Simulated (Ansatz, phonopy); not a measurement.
# LiBr (Fm-3m): phonons against volume, part 2 of 2

Aim: how the vibrations of LiBr shift with volume, and the expansion that follows.

Measurements to reproduce:
- volume expansion coefficient 149.4 1e-6/K and heat capacity C_P per formula unit 48.9 J/mol/K near room temperature (given in “High-Throughput Prediction of Finite-Temperature Properties using the Quasi-Harmonic Approximation”, 2016, arXiv:1603.06924)
- volume expansion coefficient 146.7 1e-6/K near room temperature (given in “Descriptors for thermal expansion in solids”, 2017, arXiv:1701.03966)

Ansatz 0.2.0; DFT LDA, scalar-relativistic, plane waves, PAW.

So far. Step 12 (Lattice dynamics at this volume, V/V0 1.03): No mode is imaginary beyond numerical noise at the solved wavevectors. The highest zone-centre mode (no LO–TO term) moved by -9.4 % for a volume change of +3.0 %. Step 13 (Single point at a scaled cell, V/V0 0.97): The run ends at a pressure of 1.09 GPa.

## 14. Lattice dynamics at this volume, V/V0 0.97 (continued)

LO-TO term included. The phonon branches at the labelled points (cm⁻¹):

```csv
point,branch 1,branch 2,branch 3,branch 4,branch 5,branch 6
Γ,0,0,0,215,215,358
halfway,62,62,112,222,222,300
X,80,80,117,224,224,240
halfway,82,92,116,226,238,240
U,87,112,112,229,237,269
jump to K,87,112,112,229,237,269
halfway,72,73,110,218,233,348
Γ,0,0,0,215,215,358
halfway,60,60,100,222,222,371
L,82,82,137,230,230,385
halfway,89,101,126,230,233,320
W,104,104,106,235,235,262
halfway,88,96,114,229,239,244
X,80,80,117,224,224,240
```

No mode is imaginary beyond numerical noise at the solved wavevectors. The highest zone-centre mode (no LO–TO term) moved by +9.6 % for a volume change of -3.0 %.

## 15. A cell at another volume, V/V0 1.05

The cell differs from the one that the last finished run ended in (a 3.717 → 3.816 Å, b 3.717 → 3.816 Å, c 3.717 → 3.816 Å).

Input file input.yaml:

```yaml
crystal:
  lattice:
    - [0.0, 2.6985086571, 2.6985086571]
    - [2.6985086571, 0.0, 2.6985086571]
    - [2.6985086571, 2.6985086571, 0.0]
  atoms:
    - { symbol: Li, position: [0.0, 0.0, 0.0] }
    - { symbol: Br, position: [0.5, 0.5, 0.5] }
kpoints:
  mp_grid: { grid: [8, 8, 8] }
hamiltonian:
  xc: lda
scf:
  occupations: { method: fixed }
output:
  forces: true
  stress: true
  eigenvalues: true
```

Run with:

```
$ ansatz run input.yaml --threads 4 --pin off --max-ram 8192MiB --backend cpu --events-out ev --progress --plain --runs-dir out
```

Wall time 0.56 s (4 threads of Arm Neoverse N1, shared host); peak memory 0.27 GiB; 1.4 s of CPU time.

The run ends at a pressure of -1.46 GPa.

## 16. Lattice dynamics at this volume, V/V0 1.05

input.yaml, the sections that differ from step 15:

```yaml
output:
  eigenvalues: true
phonons:
  method: dfpt
  dielectric: true
  rigid_motions: translations
  qmesh: [4, 4, 4]
  temperatures: { t_max: 1000, t_step: 50 }
  qpath:
    path:
      - [[0.0, 0.0, 0.0], [0.5, 0.0, 0.5], [0.625, 0.25, 0.625]]
      - [[0.375, 0.375, 0.75], [0.0, 0.0, 0.0], [0.5, 0.5, 0.5], [0.5, 0.25, 0.75], [0.5, 0.0, 0.5]]
    npoints: 10
# crystal, kpoints, hamiltonian, scf: as in step 15
```

Wall time 67 s (4 threads); peak memory 0.64 GiB; 4.3 min of CPU time.

No mode is imaginary beyond numerical noise at the solved wavevectors. The highest zone-centre mode (no LO–TO term) moved by -15.6 % for a volume change of +5.0 %.

## 17. Mode Grüneisen parameters

This step: DFT LDA, scalar-relativistic, plane waves, PAW (phonopy 4.10.0).

Numbers from this step:

```yaml
share_of_modes_with_a_negative_grueneisen_parameter: 0
```

Mean Grüneisen, by row:

```csv
T (K),heat-capacity-weighted mean,root mean square
50,1.618,1.725
100,1.809,1.936
200,1.874,2.005
300,1.883,2.014
500,1.886,2.017
800,1.887,2.018
```

The mean mode Grueneisen parameter by wavenumber:

```csv
wavenumber (cm⁻¹),mean mode Grueneisen parameter
6,-
19,1.49
31,1.64
44,1.58
56,1.67
68,1.62
81,1.64
94,1.39
106,1.25
118,1.31
131,1.45
143,-
156,-
168,-
181,-
193,3.01
206,2.81
218,2.64
231,2.37
243,2.03
256,1.8
268,1.63
280,1.51
293,1.41
305,1.29
318,1.19
330,1.14
343,1.06
355,1.03
368,0.99
```

Volume series, by row:

```csv
V/V0,V (Å³/atom),pressure (GPa),E - E0 (meV/atom),gap (eV),zero-point energy (meV/atom),lowest on the path (cm⁻¹),highest at Gamma without the LO-TO term (cm⁻¹)
0.97,18.15,1.088,1.858,5.314,32.63,0,214.8
0.985,18.43,0.524,0.452,5.231,31.69,0,205.4
1,18.71,0.003,0,5.15,30.77,0,196.1
1.015,19,-0.477,0.421,5.073,29.87,0,186.8
1.03,19.28,-0.92,1.648,4.999,28.98,0,177.7
1.05,19.65,-1.457,4.436,4.905,27.83,0,165.5
```

Optical frequency at Gamma without the LO-TO term, mode 4 against V/V0:

```csv
V/V0,"optical frequency at Gamma without the LO-TO term, mode 4 (cm⁻¹)"
0.9700,215
0.9850,205
1.0000,196
1.0150,187
1.0300,178
1.0500,166
```

Grüneisen at points, by row:

```csv
point,branch,frequency (cm⁻¹),mode Grüneisen parameter
Γ,4,196.1,3.15
Γ,6,347,1.03
X,1,78.1,0.58
X,3,114.8,0.55
X,4,205.1,3.03
X,6,221.5,2.78
U,1,83.8,1.4
U,2,108.1,1.33
U,3,110,0.66
U,4,211.7,2.66
U,5,218.4,2.8
U,6,253.8,1.89
K,1,83.8,1.4
K,2,108.1,1.33
K,3,110,0.66
K,4,211.7,2.66
K,5,218.4,2.8
K,6,253.8,1.89
L,1,76.7,2.43
L,3,130.9,1.5
L,4,214.6,2.41
L,6,373.8,0.96
W,1,100.7,1.85
W,2,102.5,0.66
W,4,216.2,2.83
W,6,248.4,1.8
```

## 18. Quasi-harmonic fit by phonopy

The energy (each curve on its own zero) by volume; values in meV/atom:

```csv
volume (Å³/atom),static,F at 0 K,F at 300 K,F at 600 K
18.153,1.86,4.19,7.85,13.3
18.434,0.45,1.85,4.13,7.48
18.715,0,0.47,1.35,2.59
18.995,0.42,0,-0.58,-1.48
19.276,1.65,0.34,-1.74,-4.82
19.650,4.44,1.97,-2.19,-8.25
```

Phonopy-qha, vinet fit of F(V) at each temperature; no electronic free energy. Qha vinet, by row:

```csv
T (K),fitted volume (Å³/atom),alpha_V (1e-6/K),B_T (GPa),C_P (J/mol-atom/K),Grueneisen
75,19.05,66.04,31.1,13.13,1.799
100,19.09,87.81,30.62,16.67,1.881
125,19.14,104.3,30.06,19.18,1.932
150,19.19,116.9,29.46,20.97,1.965
175,19.25,127,28.82,22.3,1.99
200,19.31,135.7,28.17,23.34,2.011
225,19.38,143.5,27.49,24.18,2.031
250,19.45,150.9,26.78,24.9,2.051
```

Table of volume expansion coefficient, phonopy-qha, Vinet by temperature:

```csv
temperature (K),"volume expansion coefficient, phonopy-qha, Vinet (1e-6/K)"
75.0,66.0
100.0,87.8
125.0,104
150.0,117
175.0,127
200.0,136
225.0,144
250.0,151
```

## 19. Outcome

- mean mode Grüneisen parameter at 300 K: 1.88

The table stops at 250 K because beyond it the fitted volume comes within 1 % of the largest computed cell, where the fit loses its support. The heat-capacity-weighted Grüneisen parameter goes from 1.62 at 50 K to 1.89 at 800 K. Weighting γ by the density of states and each mode's heat capacity at 300 K, modes below 120 cm⁻¹ give about 39 % of the sum of γC that drives the expansion, those up to 250 cm⁻¹ 52 % and the rest 9 %. Among the labelled points γ is largest for branch 4 at Γ (196 cm⁻¹, 3.1) and smallest for branch 3 at X (115 cm⁻¹, 0.55). The PAW files were made for PBE and are used here under another functional, for which the program regenerates the frozen cores.

[Logs are printed without paths, hosts, clocks, repeated set-up lines and the standing remarks that a program may print on its own settings, such as how far it seeks lower states.]

[Hosts, paths, dates, database ids (printed as entryN), source tags and the programs' standing remarks are cut or masked in the printed files.]

[A step with changed settings may run another functional than the one named; its input shows which.]

[Of the runs on displaced cells, only some may be shown.]
